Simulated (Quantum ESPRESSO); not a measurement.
## NaCl in Quantum ESPRESSO: convergence with smearing width

Input of the first run (smearing width 0.5 eV); the others differ in this setting and in those tied to it:

pw.in

```
&CONTROL
  calculation = 'scf'
  prefix = 'pwscf'
  outdir = './tmp'
  pseudo_dir = './pseudo'
  tprnfor = .true.
  tstress = .true.
  disk_io = 'nowf'
/
&SYSTEM
  ibrav = 0
  nat = 2
  ntyp = 2
  ecutwfc = 36
  ecutrho = 216
  nbnd = 14
  occupations = 'smearing'
  smearing = 'fd'
  degauss = 0.03674932
/
&ELECTRONS
  conv_thr = 4d-10
  electron_maxstep = 120
  mixing_beta = 0.5
/
ATOMIC_SPECIES
Cl    35.4500 Cl.GGA_PBE-JTH.UPF
Na    22.9898 Na.GGA_PBE-JTH.UPF
CELL_PARAMETERS angstrom
   0.0000000000    2.7940632177    2.7940632177
   2.7940632177    0.0000000000    2.7940632177
   2.7940632177    2.7940632177    0.0000000000
ATOMIC_POSITIONS crystal
Cl     0.4640160000    0.5224690000    0.5641040000
Na    -0.0103810000   -0.0059680000    0.0256270000
K_POINTS automatic
8 8 8 0 0 0
```

Potentials or basis: JTH 2.0 PBE.

Command:

```console
$ OMP_NUM_THREADS=1 pw.x -in pw.in > pw.out
```

The cell isn't the ideal one: atoms moved at random, drawn with an rms of 0.15 Å.

The cell comes from a database or a generator and needn't be the stable form of this composition.

Hardware: 1 thread of Arm Neoverse V1 (shared host).

```csv
smearing width,"energy less the tightest run, at zero smearing (meV/atom)",SCF cycles,CPU time (s),peak memory (GiB)
0.5 eV,2.11,8,57,0.1
0.3 eV,0.03,8,57,0.1
0.2 eV,0.00,8,56,0.1
0.136 eV,0.00,8,56,0.1
0.1 eV,0.00,8,56,0.1
0.05 eV,0.00,8,56,0.1
0.025 eV,0.00,8,56,0.1
0.01 eV,0.00,8,57,0.1
```

Against the tightest run, the energy stays within 1 meV/atom from 0.3 eV on. The tightest run that finished is the yardstick and may itself not be fully converged.
